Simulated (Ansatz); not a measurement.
# SnO2 (R-3m) in Ansatz: settings compared, part 2 of 2

Ansatz 0.2.0. Earlier steps stand in the parts before.

### 5 Relaxation of cell and atoms, PBE+D4

The input, input.yaml:

```yaml
crystal:
  lattice:
    - [1.6170930752, 0.9336291223, 4.800592584]
    - [-1.6170930752, 0.9336291223, 4.800592584]
    - [0.0, -1.8672582446, 4.800592584]
  atoms:
    - { symbol: Sn, position: [0.5, 0.5, 0.5] }
    - { symbol: O, position: [0.76283, 0.76283, 0.76283] }
    - { symbol: O, position: [0.23717, 0.23717, 0.23717] }
hamiltonian:
  xc: pbe
  pseudopotentials: { kind: paw }
  dispersion: d4
kpoints:
  mp_grid: { grid: [10, 10, 10] }
scf:
  occupations: { method: fermi_dirac, width: 0.05 }
output:
  forces: true
  stress: true
  eigenvalues: true
relax:
  f_tol: 0.01
  max_steps: 40
  cell: { stress_tol: 0.05 }
```

Potentials or basis: Ansatz PAW.

The run is started by

```bash
> ansatz run input.yaml --threads 2 --pin off --max-ram 5632MiB --backend cpu --events-out ev --progress --plain --runs-dir out
```

What it wrote:

```text
Warning: RAYON_NUM_THREADS=2 ignored (pool sized by the plan → 2); use --threads N
basis.fft_grid_basis auto: the FFT boxes are laid along the combinations [[1, 0, -1], [0, 1, -1], [0, 0, 1]] of the cell's own vectors, 3.234, 3.234 and 5.151 Å long. The dense box has 24×24×36 points. Along the cell's own vectors, as sized, it would have 36×36×36, 2.25 times as many. Of the 12 symmetry operations that the crystal satisfies within crystal.symmetry.tolerance (time reversal apart; of a slab, those that keep its plane) the dense box along the cell's own vectors carries 12, and the one as laid loses 8 of those. basis.fft_grid_basis: typed keeps the cell's own vectors: state it where this run's energies or levels are differenced outside the engine with another run's, or held beside a run that keeps those vectors.
Engine: ansatz 0.2.0, x86_64-unknown-linux-gnu
Pseudopotentials: kind: paw
Pseudopotential: Sn, paw, valence charge 14, recommended cutoff 420 eV (normal), Sn.paw.azcp
Pseudopotential: O, paw, valence charge 6, recommended cutoff 420 eV (normal), O.paw.azcp
Functional definition: PBE
  parameter kappa = 0.804
  parameter beta = 0.06672455060314922
  exchange = pbe_x(kappa = kappa, mu = beta*pi^2/3)
  correlation = pbe_c(beta = beta)
Crystal: 3 atoms, lattice volume = 43.487 Å³
Basis set: ecut = 420 eV, 863 PW (Γ), FFT grids on a1−a3, a2−a3, a3, exchange–correlation on 48×48×72 points (8 copies of the dense FFT grid, shifted against one another)
Bands: 17, of which v1, the nominal top of the filled ones, is band 13 counted from 1 (12 counted from 0)
Symmetry: 12 space group operations
Space group: R-3m (ITA 166), of the structure as read, at distance tolerance 3.5e-5 Å
k-points: 116 of 1000
Non-local potential: Sn, projectors of the file, l = 0: 2, l = 1: 2, l = 2: 2, l = 3: 2
Non-local potential: O, projectors of the file, l = 0: 2, l = 1: 2, l = 2: 1
PAW form: soft (Blöchl's): semilocal exchange-correlation on the pseudo side does not see the compensation charge
PAW one-centre angular grid: Sn, 590 points (default); XC on 64 Gauss nodes
PAW one-centre angular grid: O, 110 points (default); XC on 64 Gauss nodes
Initial density: superposition of atomic densities (neutral atoms: chi_scale 0, normalization atom), corrected by the library's trained network
Initial wavefunctions: pseudopotential atomic-orbital guess
Functional: x = pbe(κ = 0.804, μ = 0.2195149727645171), c = pbe(β = 0.06672455060314922)
SCF iter   1: F=—  HF=-7159.179321 eV  |F-HF|=—  |Δ(HF+E_count)|=         —  Δρ=1.68e-3  dr2=5.13e-4  ethr=1.77e-3  ⟨swp⟩=6.0  Hψ=10714  notcnv=0
preconditioner: auto → none  [insulator: Δε(μ)=1.935 eV  Ē_g=19.660 eV  σ=0.050 eV  W_gap=1.00  n_scr=14 (ndim 8)  ℏωp=28.7 eV  f_vac=0.168  D(μ)=0.00/eV (n_scr^D=0)  ε∞_Penn≈3.1]
SCF iter   2: F=—  HF=-7159.179214 eV  |F-HF|=—  |Δ(HF+E_count)|=   1.08e-4  Δρ=8.70e-4  dr2=1.19e-4  ethr=1.97e-6  ⟨swp⟩=2.0  Hψ=4381  notcnv=0
SCF iter   3: F=—  HF=-7159.179344 eV  |F-HF|=—  |Δ(HF+E_count)|=   1.30e-4  Δρ=3.67e-4  dr2=3.00e-5  ethr=4.56e-7  ⟨swp⟩=2.0  Hψ=3462  notcnv=0
SCF iter   4: F=—  HF=-7159.179398 eV  |F-HF|=—  |Δ(HF+E_count)|=   5.41e-5  Δρ=2.15e-4  dr2=1.39e-5  ethr=1.15e-7  ⟨swp⟩=2.0  Hψ=2900  notcnv=0
SCF iter   5: F=—  HF=-7159.179395 eV  |F-HF|=—  |Δ(HF+E_count)|=   2.83e-6  Δρ=4.19e-5  dr2=5.00e-7  ethr=5.33e-8  ⟨swp⟩=2.0  Hψ=2589  notcnv=0
SCF iter   6: F=-7159.179395 eV  HF=-7159.179395 eV  |F-HF|=1.06e-8  |Δ(HF+E_count)|=   1.31e-7  Δρ=7.21e-6  dr2=1.61e-8  ethr=3.85e-10  ⟨swp⟩=6.6  Hψ=10023  notcnv=0
SCF 1 converged in 6 iterations: F = -7159.179395 eV  dr2 = 1.61e-8
relax step   1: F+E_penalty+E_count = -7159.17939467 eV  Δ(F+E_penalty+E_count) = +0.000e0 eV  max|allowed force component| = 1.306e-1 eV/Å  Δτ_max = 0.0000 Å  P = -3.009 GPa  Ω = 43.487 Å³  (6 SCF iters, dr2 threshold 1.00e-7 eV, accepted)
Crystal: 3 atoms, lattice volume = 40.718 Å³
Basis set: ecut = 420 eV, 819 PW (Γ), FFT grids on a1−a3, a2−a3, a3, exchange–correlation on 48×48×72 points (8 copies of the dense FFT grid, shifted against one another)
Initial density: handed on by an earlier stage of this run
Initial wavefunctions: those handed on with the density
iter 1 solved again at ethr=4.12e-5 eV; its pass at ethr=3.10e-3 eV (dr2=1.07e-2 eV) is discarded
SCF iter   1: F=—  HF=-7159.220457 eV  |F-HF|=—  |Δ(HF+E_count)|=         —  Δρ=8.86e-3  dr2=1.06e-2  ethr=4.12e-5  ⟨swp⟩=2.0  Hψ=12806  notcnv=0
[... 92 lines left out ...]
iter 1 solved again at ethr=9.28e-8 eV; its pass at ethr=3.10e-3 eV (dr2=2.41e-5 eV) is discarded
SCF iter   1: F=—  HF=-7159.231987 eV  |F-HF|=—  |Δ(HF+E_count)|=         —  Δρ=2.90e-5  dr2=5.55e-8  ethr=9.28e-8  ⟨swp⟩=3.4  Hψ=16205  notcnv=0
preconditioner: auto → none  [insulator: Δε(μ)=1.529 eV  Ē_g=19.853 eV  σ=0.050 eV  W_gap=1.00  n_scr=14 (ndim 8)  ℏωp=30.5 eV  f_vac=0.067  D(μ)=0.00/eV (n_scr^D=0)  ε∞_Penn≈3.4]
SCF iter   2: F=—  HF=-7159.231996 eV  |F-HF|=—  |Δ(HF+E_count)|=   8.63e-6  Δρ=1.45e-5  dr2=9.79e-9  ethr=2.13e-10  ⟨swp⟩=2.1  Hψ=2851  notcnv=0
SCF iter   3: F=—  HF=-7159.231996 eV  |F-HF|=—  |Δ(HF+E_count)|=   3.94e-8  Δρ=5.33e-6  dr2=7.61e-9  ethr=3.77e-11  ⟨swp⟩=2.0  Hψ=2900  notcnv=0
SCF iter   4: F=—  HF=-7159.231996 eV  |F-HF|=—  |Δ(HF+E_count)|=  3.91e-11  Δρ=6.89e-7  dr2=6.95e-11  ethr=2.93e-11  ⟨swp⟩=2.0  Hψ=2629  notcnv=0
SCF iter   5: F=-7159.231996 eV  HF=-7159.231996 eV  |F-HF|=5.46e-12  |Δ(HF+E_count)|=  1.03e-10  Δρ=2.14e-7  dr2=4.52e-12  ethr=1.00e-12  ⟨swp⟩=6.4  Hψ=9177  notcnv=0
SCF 11 converged in 5 iterations: F = -7159.231996 eV  dr2 = 4.52e-12
relax step  11: F+E_penalty+E_count = -7159.23199577 eV  Δ(F+E_penalty+E_count) = +5.053e-4 eV  max|allowed force component| = 1.807e-4 eV/Å  Δτ_max = 0.0000 Å  P = -0.015 GPa  Ω = 38.564 Å³  stress off target by 3.31e-2 GPa  SCF on the basis re-selected at this cell (its energy is not comparable with the rows above)  (5 SCF iters)
basis re-selected at this cell: Δ(F+E_penalty+E_count) = +5.053e-4 eV, ΔP = -0.008 GPa vs the last step (what re-selecting the basis moved, of the pressure what is left beyond the Pulay correction that the steps carried, after the strain that the cell walked since its last selection, with what the two solves' SCF thresholds leave and, on support functions, any second-order correction that the steps lacked; it is no measure of the basis error at this ecutwfc). This SCF's stress stands 3.31e-2 GPa from its target on what of the cell is left free (relax.cell.stress_tol is 5.00e-2 GPa) and its largest allowed force component is 1.81e-4 eV/Å (relax.f_tol is 1.00e-2 eV/Å): within both
SCF converged after 5 iterations
Free energy (F): -7159.231996 eV
Harris-Foulkes:  -7159.231996 eV  (|F-HF|=5.46e-12)
Internal energy: -7159.231996 eV  (E = F + TS)
E sigma→0 (E₀):  -7159.231996 eV
Fermi energy:    9.022386 eV
--- Per-component energies (eV) ---
  E_band       = -86.154390
  E_kinetic    = 539.092653
  E_local      = -1608.539857  (includes V_loc(G=0)·N_el)
  E_nonlocal   = 66.514891
  E_hartree    = 820.529073
  E_xc         = -527.410869
  E_vxc        = -281.753528  (∫ρ·V_xc dr)
  E_paw        = -4462.674587  (= ΣΔE_a)
  E_vpaw       = -442.531555  (= ΣTr[D̂ρ^β])
  E_aug_tail   = 0.004874  (compensation charges beyond the density's cutoff)
  E_ewald      = -1986.012760
  E_disp       = -0.735414  (pairwise vdW)
  E_smearing   = -0.000000  (= −TS)
  E_closure    = 0.000000  (closes the sum)
  Σ components = -7159.231996   (vs F -7159.231996, Δ=0.00e0)
--- Forces (eV/Å), atoms counted from 1 ---
  atom   1  Sn    -0.00000000    -0.00000000    -0.00000000
  atom   2  O      0.00000000     0.00000000    -0.00018072
  atom   3  O     -0.00000000    -0.00000000     0.00018072
  max |Σ_I F_I| component: 1.68e-29 eV/Å
--- Stress (GPa, compression-positive) ---
       -0.005365       0.000000       0.000000
        0.000000      -0.005365       0.000000
        0.000000       0.000000      -0.033092
  P = ⅓ Tr σ = -0.0146 GPa (-0.146 kbar)
--- Band table (eV; the first three rows and the last of 116) ---
  k-point 0: bands = ["-12.1062", "-11.8769", "-11.8769", "-11.6860", "-11.6860", "-10.1869", "-8.0919", "3.9553", "6.6650", "6.6650", "6.8942", "6.8942", "8.1770", "9.7057", "13.5912", "18.7996", "18.7996"]
  k-point 1: bands = ["-12.0688", "-11.9509", "-11.8563", "-11.7050", "-11.6864", "-10.1155", "-7.9563", "3.8996", "5.9795", "6.3737", "6.6914", "7.0373", "8.1370", "10.4053", "14.0000", "18.0639", "19.0365"]
  k-point 2: bands = ["-12.1941", "-11.9302", "-11.8110", "-11.7329", "-11.6783", "-9.8845", "-7.6475", "3.5256", "5.1621", "5.8974", "6.0820", "7.1399", "7.9833", "11.6861", "14.9278", "17.1012", "19.6252"]
  k-point 115: bands = ["-12.1126", "-11.8754", "-11.8754", "-11.6852", "-11.6852", "-9.8475", "-8.5185", "4.5252", "6.2289", "6.4420", "6.4420", "7.0628", "7.0628", "11.7090", "13.9301", "19.2746", "19.2746"]
--- Relaxed structure (8 steps of the walk, 8 accepted, 3 SCFs on fresh bases) ---
  F+E_penalty+E_count = -7159.23199577 eV   max|allowed force component| = 1.807e-4 eV/Å   (the final SCF, on the basis selected at the relaxed cell)
  cell:  # Å, volume = 38.5640 Å³
    - [1.6192076108378197, 0.9348499499911065, 4.246060734175316]
    - [-1.6192076108378197, 0.9348499499911065, 4.246060734175316]
    - [-7.028486584681098e-17, -1.869699899982213, 4.246060734175316]
  atoms:
    - { symbol: Sn, position: [0.4999999999999999, 0.5, 0.49999999999999994] }
    - { symbol: O, position: [0.7557944880508844, 0.7557944880508844, 0.7557944880508844] }
    - { symbol: O, position: [0.24420551194911566, 0.24420551194911566, 0.24420551194911566] }
```

Run time: 20 s. Hardware: 2 threads of Intel Xeon Platinum 8488C (Sapphire Rapids), shared host; peak memory 0.46 GiB.

Results:

```yaml
Free_energy: -7159.2320 eV
Relaxed_volume: 12.85 Å³/atom
Relaxed_cell: a = 4.639 Å, b = 4.639 Å, c = 4.639 Å, α = 40.85°, β = 40.85°, γ = 40.85°
Space_group_after_relaxing_to_0.05_Å: R-3m (No. 166)
Energy_gained_by_relaxing: 17.5 meV/atom
Ionic_steps: 11
Pressure_after_relaxing: 0.0 GPa
Band_gap_on_the_k_mesh: 1.53 eV, direct
```

The path:
| step | energy change (eV) | largest force (eV/Å) | volume (Å³) |
| --- | --- | --- | --- |
| 1 | 0.0000 | 0.1306 | 43.49 |
| 2 | -0.0406 | 0.0894 | 40.72 |
| 3 | -0.0603 | 0.0804 | 39.03 |
| 4 | -0.0606 | 0.0093 | 39.19 |
| 5 | -0.0605 | 0.0038 | 39.22 |
| 6 | -0.0509 | 0.0060 | 39.22 |
| 7 | -0.0560 | 0.0002 | 38.38 |
| 8 | -0.0550 | 0.0011 | 38.67 |
| 9 | -0.0525 | 0.0001 | 38.67 |
| 10 | -0.0531 | 0.0002 | 38.56 |
| 11 | -0.0526 | 0.0002 | 38.56 |

Final structure:
```cif
data_structure
_symmetry_space_group_name_H-M 'P 1'
_symmetry_Int_Tables_number 1
_cell_length_a 4.6395
_cell_length_b 4.6395
_cell_length_c 4.6395
_cell_angle_alpha 40.853
_cell_angle_beta 40.853
_cell_angle_gamma 40.853
_cell_volume 38.56
loop_
_atom_site_label
_atom_site_type_symbol
_atom_site_fract_x
_atom_site_fract_y
_atom_site_fract_z
_atom_site_occupancy
Sn1 Sn 0.50000 0.50000 0.50000 1
O1 O 0.75579 0.75579 0.75579 1
O2 O 0.24421 0.24421 0.24421 1
```

Levels at points of the mesh, in eV from the valence-band top:
```csv
k point,band 10,band 11,band 12,band 13,band 14,band 15,band 16,band 17
"(0.00, 0.00, 0.00)",-1.51,-1.28,-1.28,0.00,1.53,5.41,10.62,10.62
"(0.00, 0.00, -0.50)",-3.22,-1.97,-1.13,-1.00,5.30,7.86,9.82,12.49
"(0.00, -0.50, -0.50)",-3.52,-1.12,-0.58,-0.07,4.76,6.71,10.84,11.06
"(-0.50, -0.50, -0.50)",-1.73,-1.73,-1.11,-1.11,3.53,5.75,11.10,11.10
```

Caveat: the plane-wave basis is chosen anew once the cell has moved, so the energies of steps on either side of that aren't comparable; the pressure holds a Pulay correction of +0.8 GPa for the finite cutoff; spin-orbit coupling is left out, which moves the levels of the heavy elements.

### 6 The runs side by side

| level | gap on the mesh (eV) | pressure (GPa) | relaxed volume (Å³/atom) |
| --- | --- | --- | --- |
| PBE | 1.99 | 0.0 | 14.72 |
| PBE+D3(BJ) | 1.57 | 0.0 | 12.99 |
| PBE+D3(BJ)-ATM | 1.61 | 0.0 | 13.09 |
| PBE+D4 | 1.53 | 0.0 | 12.85 |

Alike in all rows: task relaxation of cell and atoms; potentials or basis Ansatz PAW; no spin polarisation; cell relaxed; k mesh 10 × 10 × 10; cutoff (eV) 420; smearing fermi-dirac 0.05 eV.

Caveats: the plane-wave basis is chosen anew once the cell has moved, so the energies of steps on either side of that aren't comparable; spin-orbit coupling is left out, which moves the levels of the heavy elements.

Absolute energies hang on the potentials; compare differences alone.
